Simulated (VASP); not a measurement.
# SrO in VASP: one cell, several levels of theory

What does VASP give for SrO in the rocksalt structure, under +2.0 % biaxial strain in the (111) plane, free along [111], the cell held fixed? Runs: PBE, r2SCAN. The results are then set beside those of Ansatz 0.2.0 for the same cell.

The runs shown are made with VASP 6.6.1. PAW datasets, plane waves. Calculated at 0 K for a non-magnetic cell.

## (1) The structure to begin with

The cell comes from an earlier relaxation with r2SCAN in another program, then strained, with the atoms relaxed again.

Space group R-3m (No. 166), trigonal; conventional cell a = 3.721 Å, c = 8.815 Å, 17.62 Å³ an atom. Near Sr stand 6 O at 2.60 Å; near O stand 6 Sr at 2.60 Å.

Coordinates:

```cif
data_structure
_symmetry_space_group_name_H-M 'P 1'
_symmetry_Int_Tables_number 1
_cell_length_a 3.6402
_cell_length_b 3.6402
_cell_length_c 3.6402
_cell_angle_alpha 61.484
_cell_angle_beta 61.484
_cell_angle_gamma 61.484
_cell_volume 35.24
loop_
_atom_site_label
_atom_site_type_symbol
_atom_site_fract_x
_atom_site_fract_y
_atom_site_fract_z
_atom_site_occupancy
Sr1 Sr 0.00000 0.00000 0.00000 1
O1 O 0.50000 0.50000 0.50000 1
```

## (2) PBE

INCAR reads:

```
ENCUT = 520.000000
SIGMA = 0.020000
EDIFF = 1.00e-07
GGA = PE
PREC = Accurate
IBRION = -1
ISIF = 2
ISMEAR = -1
NBANDS = 15
NELM = 120
NSW = 0
LASPH = .TRUE.
LCHARG = .TRUE.
LELF = .TRUE.
LWAVE = .FALSE.
LREAL = .FALSE.
```

KPOINTS reads:

```
KPOINTS created by Atomic Simulation Environment
0
Gamma
8 8 8
0 0 0
```

KPOINTS_OPT reads:

```
special points
7
Reciprocal
0.0000000000 0.0000000000 0.0000000000 1
0.5000000000 0.0000000000 0.5000000000 1
0.6250000000 0.2500000000 0.6250000000 1
0.3750000000 0.3750000000 0.7500000000 1
0.5000000000 0.5000000000 0.5000000000 1
0.5000000000 0.2500000000 0.7500000000 1
0.0000000000 0.5000000000 0.5000000000 1
```

POSCAR reads:

```
Sr O
 1.0000000000000000
    -0.0578253663000000    2.5736648061000000    2.5736648061000000
     2.5736648061000000   -0.0578253663000000    2.5736648061000000
     2.5736648061000000    2.5736648061000000   -0.0578253663000000
 Sr  O
   1   1
Cartesian
  0.0000000000000000  0.0000000000000000  0.0000000000000000
  2.5447521229500003  2.5447521229500003  2.5447521229499994
```

The run uses the recommended PBE PAW datasets (16 valence electrons a neutral cell).

On the command line:

```sh
mpirun -np 1 vasp_std
```

Standard output, without the iteration lines:

```text
POSCAR found type information on POSCAR SrO
 POSCAR found :  2 types and       2 ions
 LDA part: xc-table for (Slater+PW92), standard interpolation
 POSCAR, INCAR and KPOINTS ok, starting setup
 FFT: planning ... GRIDC
 FFT: planning ... GRID_SOFT
 FFT: planning ... GRID
 WAVECAR not read
 entering main loop
 Start KPOINTS_OPT (optional k-point list driver)
k-point batch [1-7\7]
```

OSZICAR:

```text
N       E                     dE             d eps       ncg     rms          rms(c)
DAV:   1     0.676906316952E+02    0.67691E+02   -0.83632E+03  1950   0.104E+03
DAV:   2    -0.110022012747E+02   -0.78693E+02   -0.72163E+02  2685   0.216E+02
DAV:   3    -0.141891471450E+02   -0.31869E+01   -0.31696E+01  2610   0.394E+01
DAV:   4    -0.142443260192E+02   -0.55179E-01   -0.55174E-01  2405   0.495E+00
DAV:   5    -0.142454922045E+02   -0.11662E-02   -0.11662E-02  2551   0.537E-01    0.154E+01
DAV:   6    -0.122082849003E+02    0.20372E+01   -0.68187E+00  1992   0.192E+01    0.181E+01
DAV:   7    -0.120557759178E+02    0.15251E+00   -0.32397E-01  2272   0.497E+00    0.105E+01
DAV:   8    -0.120448227231E+02    0.10953E-01   -0.12275E-01  2524   0.353E+00    0.372E-01
DAV:   9    -0.120459392503E+02   -0.11165E-02   -0.62722E-03  2415   0.506E-01    0.235E-01
DAV:  10    -0.120463855810E+02   -0.44633E-03   -0.43841E-04  2146   0.200E-01    0.912E-02
DAV:  11    -0.120465465467E+02   -0.16097E-03   -0.16860E-04  2132   0.958E-02    0.278E-02
DAV:  12    -0.120465658647E+02   -0.19318E-04   -0.27925E-05  2097   0.384E-02    0.216E-02
DAV:  13    -0.120465657021E+02    0.16263E-06   -0.16029E-06  2300   0.112E-02    0.339E-03
DAV:  14    -0.120465655921E+02    0.11003E-06   -0.17409E-07  2558   0.317E-03    0.209E-03
DAV:  15    -0.120465655741E+02    0.17998E-07   -0.86716E-09  1122   0.966E-04
   1 F= -.12046566E+02 E0= -.12046566E+02  d E =-.485779E-12
       N       E                     dE             ncg
DAV:   1     0.158480328096E+04   -0.44763E+04      210
DAV:   2     0.104050674177E+04   -0.54430E+03      273
DAV:   3     0.101765561971E+04   -0.22851E+02      267
DAV:   4     0.101710870991E+04   -0.54691E+00      253
DAV:   5     0.101709233450E+04   -0.16375E-01      280
DAV:   6     0.101709173276E+04   -0.60174E-03      260
DAV:   7     0.101709171109E+04   -0.21673E-04      258
DAV:   8     0.101709171032E+04   -0.76102E-06      201
DAV:   9     0.101709171030E+04   -0.24745E-07      197
```

The lines after F= are the extra pass for the points of KPOINTS_OPT, at fixed density; their E is not a total energy.

From OUTCAR:

```text
k-points           NKPTS =     65   k-points in BZ     NKDIM =     65   number of bands    NBANDS=     15

   NELECT =      16.0000    total number of electrons

   dimension x,y,z NGX =    28 NGY =   28 NGZ =   28
   dimension x,y,z NGXF=    56 NGYF=   56 NGZF=   56

  energy-cutoff  :      520.00
  volume of cell :       35.24
      direct lattice vectors                 reciprocal lattice vectors
    -0.057825366  2.573664806  2.573664806    -0.187847616  0.192165204  0.192165204
     2.573664806 -0.057825366  2.573664806     0.192165204 -0.187847616  0.192165204
     2.573664806  2.573664806 -0.057825366     0.192165204  0.192165204 -0.187847616

 k-points in reciprocal lattice and weights: KPOINTS created by Atomic Simulation Env
   0.00000000  0.00000000  0.00000000       0.002
   0.12500000  0.00000000  0.00000000       0.012
   0.25000000  0.00000000  0.00000000       0.012
   0.37500000  0.00000000  0.00000000       0.012
   0.50000000  0.00000000  0.00000000       0.006
   0.12500000  0.12500000 -0.00000000       0.012
   0.25000000  0.12500000 -0.00000000       0.023
   0.37500000  0.12500000  0.00000000       0.023
[... 57 more k-points ...]

 E-fermi :   1.9922

 k-point     1 :       0.0000    0.0000    0.0000
  band No.  band energies     occupation
      1     -31.0301      2.00000
      2     -13.5453      2.00000
      3     -12.7054      2.00000
      4     -12.7054      2.00000
      5     -12.6946      2.00000
      6       1.4780      2.00000
      7       1.4780      2.00000
      8       1.5483      2.00000
      9       5.2178      0.00000
     10       7.4805      0.00000
     11       7.4805      0.00000
     12       7.9093      0.00000
     13       9.7231      0.00000
     14       9.7231      0.00000
     15      14.0372      0.00000

 k-point     2 :       0.1250    0.0000    0.0000
  band No.  band energies     occupation
      1     -31.0138      2.00000
      2     -13.9244      2.00000
      3     -12.7136      2.00000
      4     -12.7086      2.00000
      5     -12.3654      2.00000
      6       1.0436      2.00000
      7       1.2910      2.00000
      8       1.3683      2.00000
      9       5.8928      0.00000
     10       7.4059      0.00000
     11       7.7608      0.00000
     12       8.1598      0.00000
     13      10.1013      0.00000
     14      10.1045      0.00000
     15      14.9519      0.00000

 k-point     3 :       0.2500    0.0000    0.0000
  band No.  band energies     occupation
      1     -30.9739      2.00000
      2     -14.4757      2.00000
      3     -12.7392      2.00000
      4     -12.7331      2.00000
      5     -11.9110      2.00000
      6       0.2483      2.00000
      7       0.8860      2.00000
      8       0.9927      2.00000
      9       7.2483      0.00000
     10       7.5121      0.00000
     11       8.5159      0.00000
     12       8.9321      0.00000
     13      11.0607      0.00000
     14      11.0610      0.00000
     15      16.7585      0.00000

 k-point     4 :       0.3750    0.0000    0.0000
  band No.  band energies     occupation
      1     -30.9335      2.00000
      2     -14.8781      2.00000
      3     -12.7693      2.00000
      4     -12.7522      2.00000
      5     -11.6056      2.00000
      6      -0.3750      2.00000
      7       0.5301      2.00000
      8       0.6624      2.00000
      9       7.6400      0.00000
     10       8.9196      0.00000
     11       9.4295      0.00000
     12       9.8714      0.00000
     13      12.2445      0.00000
     14      12.2717      0.00000
     15      16.4147      0.00000

 k-point     5 :       0.5000    0.0000    0.0000
  band No.  band energies     occupation
      1     -30.9166      2.00000
      2     -15.0238      2.00000
      3     -12.7816      2.00000
      4     -12.7600      2.00000
      5     -11.4999      2.00000
      6      -0.6048      2.00000
      7       0.3939      2.00000
      8       0.5358      2.00000
      9       7.8414      0.00000
     10       9.6516      0.00000
     11       9.8724      0.00000
     12      10.3137      0.00000
     13      13.0178      0.00000
     14      13.0643      0.00000
     15      15.6712      0.00000

[... the tables of k-points 6 to 65 left out ...]

  Total       -0.0017040     -0.0017040     -0.0017040      0.2500814      0.2500814      0.2500814
  in kB       -0.0774663     -0.0774663     -0.0774663     11.3687566     11.3687566     11.3687566
  external PRESSURE =      -0.0774663 kB  Pullay stress =       0.0000000 kB

 POSITION                                       TOTAL-FORCE (eV/Angst)
 -----------------------------------------------------------------------------------
      0.00000      0.00000      0.00000         0.000000      0.000000     -0.000000
      2.54475      2.54475      2.54475         0.000000      0.000000      0.000000
 -----------------------------------------------------------------------------------
    total drift:                                0.000000      0.000000      0.000000

  FREE ENERGIE OF THE ION-ELECTRON SYSTEM (eV)
  ---------------------------------------------------
  free  energy   TOTEN  =       -12.0465655741 eV

  energy  without entropy=      -12.0465655741  energy(sigma->0) =      -12.04656557
```

Hardware: 1 MPI rank of Intel Xeon Platinum 8488C, shared host.

The levels at the points of KPOINTS_OPT are read from vasprun.xml.

Near the gap, in eV above the top of the last filled band v; c is the band after it:

| point | v−1 | v | c | c+1 |
| --- | --- | --- | --- | --- |
| Γ | -0.07 | 0.00 | 3.67 | 5.93 |
| X | -0.19 | -0.13 | 3.23 | 7.46 |
| U | -0.65 | -0.57 | 4.75 | 7.60 |
| K | -0.65 | -0.57 | 4.75 | 7.60 |
| L | -1.21 | -1.21 | 6.41 | 8.17 |
| W | -0.54 | -0.50 | 5.83 | 5.91 |

PBE gives an indirect gap of 3.23 eV, from Γ to X; the least direct gap is 3.36 eV. The pressure is -0.01 GPa; the forces vanish within 0.01 eV/Å.

Axes a, b and c in the maps are those of this run's conventional cell (a, b, c = 3.721, 3.721, 8.815 Å).

Density in a lattice plane of the grid's cell (edges 3.72 and 8.82 Å, at 0.000 of the third edge), which holds Sr and O.

Ten even steps from '0' (0.03 e/Å³) to '9' (8.01 e/Å³):
```
3210000012
1000000000
0000000000
0000000000
0000000000
0000000000
0000000000
0000000000
4200000002
9510000015
4200000002
0000000000
0000000000
0000000000
0000000000
0000000000
0000000000
1000000000
3210000012
4310000013
```
Columns run along the first of these edges and rows up along the second, over one cell in 10 and 20 even steps from the bottom left corner. Atoms in the plane (fractional): Sr at (0.00, 0.00), O at (0.00, 0.50).

ELF in the same plane.

Values, 12 rows by 6 columns:
```
0.83 0.69 0.07 0.35 0.07 0.69
0.04 0.05 0.36 0.55 0.36 0.05
0.02 0.03 0.07 0.09 0.07 0.03
0.21 0.05 0.20 0.54 0.20 0.05
0.82 0.63 0.07 0.14 0.07 0.63
0.31 0.82 0.37 0.03 0.37 0.82
0.82 0.63 0.07 0.14 0.07 0.63
0.21 0.05 0.20 0.54 0.20 0.05
0.02 0.03 0.07 0.09 0.07 0.03
0.04 0.05 0.36 0.55 0.36 0.05
0.83 0.69 0.07 0.35 0.07 0.69
0.45 0.81 0.23 0.03 0.23 0.81
```
Columns run along the first of these edges and rows up along the second, over one cell in 6 and 12 even steps from the bottom left corner. Atoms in the plane (fractional): Sr at (0.00, 0.00), O at (0.00, 0.50).

Both are smooth fields of the valence electrons: close to the nuclei they are not physical.

Maxima of ELF outside the ion cores: 0.83 in the shell around O, 0.6 Å from O.

## (3) r2SCAN at this geometry

INCAR reads:

```
ENCUT = 520.000000
SIGMA = 0.010000
EDIFF = 1.00e-07
ALGO = Normal
METAGGA = R2SCAN
PREC = Accurate
IBRION = -1
ISIF = 2
ISMEAR = 0
NBANDS = 15
NELM = 120
NSW = 0
LASPH = .TRUE.
LCHARG = .FALSE.
LWAVE = .FALSE.
LREAL = .FALSE.
```

KPOINTS is that of step 2.

KPOINTS_OPT is that of step 2.

POSCAR is that of step 2.

On the command line:

```sh
mpirun -np 1 vasp_std
```

Printed to the terminal (iteration lines stand in OSZICAR):

```text
POSCAR found type information on POSCAR SrO
 POSCAR found :  2 types and       2 ions
 -----------------------------------------------------------------------------
|                                                                             |
|                                                                             |
|     You enforced a specific xc type in the INCAR file but a different       |
|     I HOPE YOU KNOW WHAT YOU ARE DOING!                                     |
|                                                                             |
 -----------------------------------------------------------------------------

 LDA part: xc-table for (None), standard interpolation
 POSCAR, INCAR and KPOINTS ok, starting setup
 FFT: planning ... GRIDC
 FFT: planning ... GRID_SOFT
 FFT: planning ... GRID
 WAVECAR not read
 entering main loop
 Start KPOINTS_OPT (optional k-point list driver)
k-point batch [1-7\7]
```

OSZICAR:

```text
N       E                     dE             d eps       ncg     rms          rms(c)
DAV:   1     0.496914797541E+02    0.49691E+02   -0.85321E+03  1950   0.106E+03
DAV:   2    -0.312378053913E+02   -0.80929E+02   -0.74103E+02  2713   0.223E+02
DAV:   3    -0.346405611619E+02   -0.34028E+01   -0.33802E+01  2662   0.412E+01
DAV:   4    -0.346950218479E+02   -0.54461E-01   -0.54454E-01  2218   0.506E+00
DAV:   5    -0.346961632157E+02   -0.11414E-02   -0.11414E-02  2550   0.570E-01    0.149E+01
DAV:   6    -0.268972112338E+02    0.77990E+01   -0.45804E+00  2762   0.167E+01    0.141E+01
DAV:   7    -0.270261184346E+02   -0.12891E+00   -0.17309E-01  1971   0.373E+00    0.805E+00
DAV:   8    -0.270461921406E+02   -0.20074E-01   -0.92166E-02  2006   0.317E+00    0.758E-01
DAV:   9    -0.270437932403E+02    0.23989E-02   -0.16769E-02  2496   0.122E+00    0.241E-01
DAV:  10    -0.270437131372E+02    0.80103E-04   -0.18205E-03  2111   0.428E-01    0.122E-01
DAV:  11    -0.270438908292E+02   -0.17769E-03   -0.37648E-04  1971   0.184E-01    0.661E-02
DAV:  12    -0.270438935527E+02   -0.27235E-05   -0.28054E-05  2524   0.417E-02    0.204E-02
DAV:  13    -0.270438897259E+02    0.38267E-05   -0.80735E-06  2370   0.269E-02    0.116E-02
DAV:  14    -0.270438895394E+02    0.18650E-06   -0.10278E-06  2391   0.874E-03    0.306E-03
DAV:  15    -0.270438894317E+02    0.10776E-06   -0.54655E-08  1382   0.173E-03    0.241E-03
DAV:  16    -0.270438893697E+02    0.61942E-07   -0.26255E-08  1045   0.146E-03
   1 F= -.27043889E+02 E0= -.27043889E+02  d E =-.461742-133
       N       E                     dE             ncg
DAV:   1     0.152767372954E+04   -0.45334E+04      210
DAV:   2     0.956903817966E+03   -0.57077E+03      281
DAV:   3     0.934198895152E+03   -0.22705E+02      267
DAV:   4     0.933706633464E+03   -0.49226E+00      275
DAV:   5     0.933693346065E+03   -0.13287E-01      273
DAV:   6     0.933692834428E+03   -0.51164E-03      253
DAV:   7     0.933692815353E+03   -0.19075E-04      251
DAV:   8     0.933692814667E+03   -0.68614E-06      200
DAV:   9     0.933692814642E+03   -0.24871E-07      198
```

From OUTCAR:

```text
k-points           NKPTS =     65   k-points in BZ     NKDIM =     65   number of bands    NBANDS=     15

   NELECT =      16.0000    total number of electrons

   dimension x,y,z NGX =    28 NGY =   28 NGZ =   28
   dimension x,y,z NGXF=    56 NGYF=   56 NGZF=   56

  energy-cutoff  :      520.00
  volume of cell :       35.24
      direct lattice vectors                 reciprocal lattice vectors
    -0.057825366  2.573664806  2.573664806    -0.187847616  0.192165204  0.192165204
     2.573664806 -0.057825366  2.573664806     0.192165204 -0.187847616  0.192165204
     2.573664806  2.573664806 -0.057825366     0.192165204  0.192165204 -0.187847616

 k-points in reciprocal lattice and weights: KPOINTS created by Atomic Simulation Env
   0.00000000  0.00000000  0.00000000       0.002
   0.12500000  0.00000000  0.00000000       0.012
   0.25000000  0.00000000  0.00000000       0.012
   0.37500000  0.00000000  0.00000000       0.012
   0.50000000  0.00000000  0.00000000       0.006
   0.12500000  0.12500000 -0.00000000       0.012
   0.25000000  0.12500000 -0.00000000       0.023
   0.37500000  0.12500000  0.00000000       0.023
[... 57 more k-points ...]

 E-fermi :   1.4023

 k-point     1 :       0.0000    0.0000    0.0000
  band No.  band energies     occupation
      1     -32.4365      2.00000
      2     -14.8024      2.00000
      3     -13.4955      2.00000
      4     -13.4955      2.00000
      5     -13.4893      2.00000
      6       1.1597      2.00000
      7       1.1597      2.00000
      8       1.2304      2.00000
      9       5.5630      0.00000
     10       7.7234      0.00000
     11       7.7234      0.00000
     12       8.1604      0.00000
     13      10.1215      0.00000
     14      10.1215      0.00000
     15      14.2976      0.00000

 k-point     2 :       0.1250    0.0000    0.0000
  band No.  band energies     occupation
      1     -32.4200      2.00000
      2     -15.0918      2.00000
      3     -13.5030      2.00000
      4     -13.5021      2.00000
      5     -13.2458      2.00000
      6       0.7530      2.00000
      7       0.9763      2.00000
      8       1.0536      2.00000
      9       6.2223      0.00000
     10       7.6385      0.00000
     11       8.0095      0.00000
     12       8.4163      0.00000
     13      10.5055      0.00000
     14      10.5086      0.00000
     15      15.2370      0.00000

 k-point     3 :       0.2500    0.0000    0.0000
  band No.  band energies     occupation
      1     -32.3797      2.00000
      2     -15.5865      2.00000
      3     -13.5313      2.00000
      4     -13.5208      2.00000
      5     -12.8486      2.00000
      6      -0.0216      2.00000
      7       0.5759      2.00000
      8       0.6821      2.00000
      9       7.5169      0.00000
     10       7.7978      0.00000
     11       8.7819      0.00000
     12       9.2075      0.00000
     13      11.4831      0.00000
     14      11.4835      0.00000
     15      17.1006      0.00000

 k-point     4 :       0.3750    0.0000    0.0000
  band No.  band energies     occupation
      1     -32.3389      2.00000
      2     -15.9673      2.00000
      3     -13.5600      2.00000
      4     -13.5384      2.00000
      5     -12.5655      2.00000
      6      -0.6402      2.00000
      7       0.2212      2.00000
      8       0.3530      2.00000
      9       7.8665      0.00000
     10       9.2468      0.00000
     11       9.7199      0.00000
     12      10.1742      0.00000
     13      12.6863      0.00000
     14      12.7114      0.00000
     15      16.9666      0.00000

 k-point     5 :       0.5000    0.0000    0.0000
  band No.  band energies     occupation
      1     -32.3219      2.00000
      2     -16.1073      2.00000
      3     -13.5718      2.00000
      4     -13.5456      2.00000
      5     -12.4660      2.00000
      6      -0.8695      2.00000
      7       0.0848      2.00000
      8       0.2263      2.00000
      9       8.0778      0.00000
     10       9.9470      0.00000
     11      10.1776      0.00000
     12      10.6326      0.00000
     13      13.4609      0.00000
     14      13.5028      0.00000
     15      16.3482      0.00000

[... the tables of k-points 6 to 65 left out ...]

  Total       -0.4102500     -0.4102500     -0.4102500      0.2561578      0.2561578      0.2561578
  in kB      -18.6500570    -18.6500570    -18.6500570     11.6449908     11.6449908     11.6449908
  external PRESSURE =     -18.6500570 kB  Pullay stress =       0.0000000 kB

 POSITION                                       TOTAL-FORCE (eV/Angst)
 -----------------------------------------------------------------------------------
      0.00000      0.00000      0.00000         0.000000     -0.000000      0.000000
      2.54475      2.54475      2.54475        -0.000000      0.000000     -0.000000
 -----------------------------------------------------------------------------------
    total drift:                                0.000000      0.000000      0.000000

  FREE ENERGIE OF THE ION-ELECTRON SYSTEM (eV)
  ---------------------------------------------------
  free  energy   TOTEN  =       -27.0438893697 eV

  energy  without entropy=      -27.0438893697  energy(sigma->0) =      -27.04388937
```

Hardware: 1 MPI rank of Intel Xeon Platinum 8488C, shared host.

The levels at the points of KPOINTS_OPT are read from vasprun.xml.

Levels at the named points, in eV from the top of band v (v: the last filled band by count, c: the next):

| point | v−1 | v | c | c+1 |
| --- | --- | --- | --- | --- |
| Γ | -0.07 | 0.00 | 4.33 | 6.49 |
| X | -0.19 | -0.13 | 3.70 | 8.17 |
| U | -0.65 | -0.56 | 5.25 | 8.19 |
| K | -0.65 | -0.56 | 5.25 | 8.19 |
| L | -1.20 | -1.20 | 6.97 | 8.78 |
| W | -0.53 | -0.49 | 6.36 | 6.44 |

Gap with r2SCAN: 3.70 eV, valence top at Γ, conduction bottom at X. Least direct gap: 3.83 eV. Pressure: -1.87 GPa; the forces vanish within 0.01 eV/Å.

## (4) Results

| level | gap (eV) | pressure (GPa) | Ansatz: gap (eV) | Ansatz: pressure (GPa) |
| --- | --- | --- | --- | --- |
| PBE | 3.23 | -0.01 | 3.27 | -0.50 |
| r2SCAN | 3.70 | -1.87 | 3.75 | -2.33 |

**Reading.** The gap runs from 3.23 eV (PBE) to 3.70 eV (r2SCAN). At this one volume the pressure spans -1.9 GPa (r2SCAN) to 0.0 GPa (PBE): PBE wants the largest cell and r2SCAN the smallest. The two programs agree on the gap within 0.06 eV, far less than the spread between functionals. Datasets and cutoffs are each program's own.
